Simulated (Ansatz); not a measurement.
# GaP: a line through an energy map

An exercise on one series of results from a longer session: the logs are not shown, and one member is left open.

Program: Ansatz 0.2.0. Level of theory: DFT PBE, scalar-relativistic, plane waves, PAW. These are calculated values, not measurements.

17 further runs of the same task are left out: 17 set aside as unsound or not needed.

## The system as given

It takes space group F-43m (No. 216, cubic). Conventional cell: a = 5.505 Å, b = 5.505 Å, c = 5.505 Å, α = 90.00°, β = 90.00°, γ = 90.00°. Around Ga (site symmetry -43m) lie 4 P at 2.38 Å. P (site symmetry -43m) is surrounded by 4 Ga at 2.38 Å.

Structure file:

```
CELL_PARAMETERS angstrom
0.00000 2.75254 2.75254
2.75254 0.00000 2.75254
2.75254 2.75254 0.00000
ATOMIC_POSITIONS crystal
Ga 0.00000 0.00000 0.00000
P 0.75000 0.75000 0.75000
```

It is the result of an earlier relaxation at this level (volume 20.85 Å³/atom; gap on the mesh: 1.58 eV).

## What is varied

The energy is mapped over volume and the cell's shape.

The axes are (1) volume per atom: 7 values from 19.19 to 22.52 Å³; (2) c/a of the conventional cell: 7 values from 0.923 to 1.083.

Nothing else is relaxed (symmetry fixes all fractional coordinates). Energies count from the relaxed crystal. Points are written as (first, second).

Set-up of the first run:

input.yaml reads:

```yaml
crystal:
  lattice:
    - [0.0, 2.5834518498, 2.7251601791]
    - [2.7251601791, 0.0, 2.7251601791]
    - [2.7251601791, 2.5834518498, 0.0]
  atoms:
    - { symbol: Ga, position: [0.0, 0.0, 0.0] }
    - { symbol: P, position: [0.75, 0.75, 0.75] }
basis:
  ecutwfc: 420
kpoints:
  mp_grid: { grid: [10, 10, 10] }
hamiltonian:
  xc: pbe
scf:
  occupations: { method: gaussian, width: 0.05 }
output:
  forces: true
  stress: true
  eigenvalues: true
```

Command:

```sh
ansatz run input.yaml --threads 1 --pin off --max-ram 2048MiB --backend cpu --events-out ev --progress --plain --runs-dir out
```

Steps of the session up to this table: Grid point (19.19 Å³, 0.948); Grid point (19.74 Å³, 0.948); Point (20.85 Å³, 0.948); Point (21.41 Å³, 0.948); Point (21.97 Å³, 0.948).

One table of the session follows, with a row left open; its other results are not shown here.

| volume per atom (Å³) | energy (meV/atom) | slope (meV/atom per Å³) | pressure (GPa) | band gap on the k-mesh (eV) |
| --- | --- | --- | --- | --- |
| 19.19 | 45.6 | −48 | 7.7 | 0.99 |
| 19.74 | ? | ? | ? | ? |
| 20.30 | 12.2 | −14 | 2.2 | 1.11 |
| 20.85 | 8.4 | 0 | 0.0 | 1.16 |
| 21.41 | 11.9 | 12 | −1.9 | 1.17 |
| 21.97 | 21.4 | 22 | −3.5 | 0.97 |
| 22.52 | 36.2 | 31 | −5.0 | 0.78 |

Estimate the missing values for volume per atom (Å³) = 19.74.

Worked estimate for «energy (meV/atom)». A straight line through the neighbours (19.19, 45.6) and (20.30, 12.2) gives 45.6 + (12.2 − 45.6) × (19.74 − 19.19) / (20.30 − 19.19) = 29.1; a parabola fitted to 3 rows on both sides gives 24.7.

**Answer.** energy (meV/atom): 24.1; slope (meV/atom per Å³): −30; pressure (GPa): 4.7; band gap on the k-mesh (eV): 1.06. In «energy (meV/atom)» the line misses by +5.0 and the parabola by +0.6.

Energies count from the relaxed crystal. Rows without a step come from runs not printed here or follow by symmetry.

What this shows: Along the line the energy is lowest at 20.85 Å³, 8.4 meV/atom from the zero. V·d²E/dV² there is about 77 GPa, a bulk modulus under this line's constraint. The highest point computed, at 19.19 Å³, lies 37.1 meV/atom above the lowest.
